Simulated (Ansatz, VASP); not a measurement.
ZrB2: VASP beside Ansatz

File INCAR:

```
ALGO     = Normal         # electronic algorithm
EDIFF    = 1E-7           # SCF threshold, eV
ENCUT    = 520            # plane-wave cutoff, eV
GGA      = PS             # functional
ISIF     = 2              # what is computed and relaxed
ISMEAR   = -1             # smearing method
LASPH    = True           # aspherical terms in the spheres
LCHARG   = False          # write CHGCAR
LREAL    = False          # projectors in reciprocal space
LWAVE    = False          # write WAVECAR
NBANDS   = 16             # bands
NELM     = 80             # most SCF steps
PREC     = Accurate       # precision mode
SIGMA    = 0.05           # smearing width, eV
```

KPOINTS

```
k-points
0
Gamma
  10 10 8
```

File POSCAR:

```
ZrB2
1.0
    3.2321726471      0.0000000000      0.0000000000
   -1.6160863235      2.7991436218      0.0000000000
    0.0000000000      0.0000000000      3.6022921016
Zr B
1 2
Direct
    0.0000000000      0.0000000000      0.0000000000
    0.6666666667      0.3333333333      0.5000000000
    0.3333333333      0.6666666667      0.5000000000
```

Contents of input.yaml:

```yaml
crystal:
  lattice:
    - [3.2321726471, 0.0, 0.0]
    - [-1.6160863235, 2.7991436218, 0.0]
    - [0.0, 0.0, 3.6022921016]
  atoms:
    - { symbol: Zr, position: [0.0, 0.0, 0.0] }
    - { symbol: B, position: [0.6666666667, 0.3333333333, 0.5] }
    - { symbol: B, position: [0.3333333333, 0.6666666667, 0.5] }
hamiltonian:
  xc: pbesol
  pseudopotentials: { kind: paw }
kpoints:
  mp_grid: { grid: [10, 10, 8] }
scf:
  occupations: { method: fermi_dirac, width: 0.05 }
output:
  forces: true
  stress: true
  eigenvalues: true
```

Change from the starting cell: volume scaled by 1.06.

Alike in both runs: task single point; functional PBEsol; k mesh 10 × 10 × 8; occupations fermi-dirac, width 0.05 eV; no spin polarisation.

```csv
,VASP,Ansatz
version,VASP 6.6.1,Ansatz 0.2.0
potentials or method,"VASP PAW PBE potentials, release 64 (Zr_sv, B)",Ansatz PAW
plane-wave cutoff (eV),520,420
valence electrons in the cell,18,18
```

Ansatz gave:

* gap on the k mesh at the Fermi level (eV): none
* pressure (GPa): -16.2
* largest component of the traceless stress (GPa): 0.76

Question: Which values does VASP return?

Answer: gap on the k mesh at the Fermi level (eV): none; pressure (GPa): -16.0; largest component of the traceless stress (GPa): 0.75.

A gap of «none» marks a metal or a gap that the smearing closes.

Caveats: the PAW data sets were made with another functional, which shifts forces and pressure a little (VASP); the PAW data sets come from PBE, with cores solved anew for the run's functional, which leaves a small shift of forces and pressure (Ansatz).
